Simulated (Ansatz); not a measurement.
**P: sound and stiffness along [100], [110] and [111]**

Level of theory: DFT r2SCAN+D3(BJ), scalar-relativistic, plane waves, PAW in Ansatz. Cutoff 500 eV, 20×20×20 k-points (Γ-centred), Fermi-Dirac smearing of 0.15 eV. No spin polarisation.

The cell, relaxed at this level:
```cif
data_structure
_symmetry_space_group_name_H-M 'Pm-3m'
_symmetry_Int_Tables_number 221
_cell_length_a 2.4206
_cell_length_b 2.4206
_cell_length_c 2.4206
_cell_angle_alpha 90.000
_cell_angle_beta 90.000
_cell_angle_gamma 90.000
_cell_volume 14.18
loop_
_atom_site_label
_atom_site_type_symbol
_atom_site_symmetry_multiplicity
_atom_site_Wyckoff_symbol
_atom_site_fract_x
_atom_site_fract_y
_atom_site_fract_z
_atom_site_occupancy
P1 P 1 a 0.00000 0.00000 0.00000 1
```

In a metal, frequencies and elastic constants depend on the k mesh and the smearing, soft modes and shear constants most.

With ions relaxed, on the cubic axes: C11 = 260.3, C12 = 57.1, C44 = 76.5 GPa. The density is 3.626 g/cm³. Zone-centre modes weren't checked beside this run.

**Question.** Is the crystal stable against strain, and how anisotropic is it?

**Answer.** Born's conditions hold: C11 + 2C12 = 374.4, C11 − C12 = 203.2 and C44 = 76.5 GPa are all positive. B = (C11 + 2C12)/3 = 124.8 GPa. The two shear moduli are C44 and C′ = (C11 − C12)/2 = 101.6 GPa, so Zener's ratio is A = C44/C′ = 0.75: the shear C44 is the soft one, as in NaCl, KCl, the halide perovskites and the bcc metals V, Nb, Cr and Mo. The Cauchy pressure C12 − C44 is -19.5 GPa; it would vanish for pair forces between atoms on inversion centres at zero pressure, and a negative value is usual with directional bonding, though many-body forces give one in some ionic oxides too.

**Question.** Give the sound speeds along the three symmetry directions.

**Answer.** The Christoffel equation gives ρv² for each branch:
```
direction branch                    ρv²    GPa v (m/s)
    [100]              L                    C11  260.3     8473
    [100]         T (×2) C44   76.5     4594
    [110]              L   (C11 + C12 + 2C44)/2  235.2     8054
    [110]   T, u ∥ [001]                    C44   76.5     4594
    [110]  T, u ∥ [1-10]          (C11 − C12)/2  101.6     5294
    [111]              L  (C11 + 2C12 + 4C44)/3  226.8     7909
    [111]         T (×2) (C11 − C12 + C44)/3   93.3     5071
```

**Question.** How does Young's modulus depend on direction?

**Answer.** Inverting gives S11 = 4.170, S12 = -0.750, S44 = 13.068 TPa⁻¹. Along a unit vector (l, m, n), 1/E = S11 − 2(S11 − S12 − S44/2)(l²m² + m²n² + n²l²), where the last bracket is 0, 1/4 and 1/3 for [100], [110] and [111]: E = 240, 201 and 191 GPa. With A < 1 the cube edge is stiffest. For a film on (001), the biaxial modulus is C11 + C12 − 2C12²/C11 = 292 GPa and the normal strain is −2C12/C11 = -0.44 times the in-plane one.

This simple cubic form isn't the element's structure at ambient conditions.

Cost: 1 run of about 1.6 core-minutes, on Intel Xeon Platinum 8488C (Sapphire Rapids) (shared hosts).

Simple cubic phosphorus resists all homogeneous strains here, with moderate elastic anisotropy. It is stiffest along the cube edges, where the nearest neighbours lie: Young's modulus falls from 240 GPa along [100] to 191 GPa along [111], and the longitudinal sound speed falls in the same order. The likely reason is σ overlap of the 3p orbitals along the three axes. Uniaxial strain along [100] and the tetragonal shear C′ change these bond lengths directly, whereas C44 to first order only tilts the bonds away from right angles. Central forces between nearest neighbours alone would give no C44, so its 76.5 GPa must come from angular forces and more distant neighbours.

The positive elastic constants don't rule out a Peierls distortion. With three p electrons shared among six neighbours, the p bands are about half filled, which favours alternating short and long bonds as in the A7 structure. That pairing is a zone-boundary displacement that doubles the primitive cell, so homogeneous strain of a one-atom cell cannot reveal it.
